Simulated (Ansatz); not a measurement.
**Au under strain**

Theory: Ansatz 0.2.0, DFT r2SCAN, scalar-relativistic, plane waves, PAW. (500 eV cutoff, 18×18×12 k-mesh, Gaussian smearing of 0.10 eV, no spin polarisation)

Starting point, cell and atoms relaxed:

```
CELL_PARAMETERS angstrom
2.06219 2.06219 0.00000
-2.06219 2.06219 0.00000
0.00000 0.00000 4.12438
ATOMIC_POSITIONS crystal
Au 0.00000 0.00000 0.00000
Au 0.50000 0.50000 0.50000
```

Deformation: all cell vectors scaled alike, the atoms relaxed, all within the symmetry that the strain leaves. Energies are extrapolated to zero smearing. On this cell's mesh the reference holds a stress of up to 0.17 GPa.

Spin–orbit coupling is left out, which can shift energies with elements as heavy as these.

```
strain (%)  ΔE (meV/atom) a (Å) b (Å) c (Å)
      -3.0           79.7  2.829  2.829  4.001
      -2.0           33.8  2.858  2.858  4.042
      -1.0            8.1  2.887  2.887  4.083
      +0.0            0.0  2.916  2.916  4.124
      +1.0            7.1  2.946  2.946  4.166
      +2.0           27.3  2.975  2.975  4.207
      +3.0           58.6  3.004  3.004  4.248
```

(1) What stiffness (1/V) d²E/dε² at zero strain does a cubic fit over all points give?

Results:

(1) A cubic fit gives (1/V) d²E/dε² = 1405 GPa at zero strain (nine times the bulk modulus at fixed shape).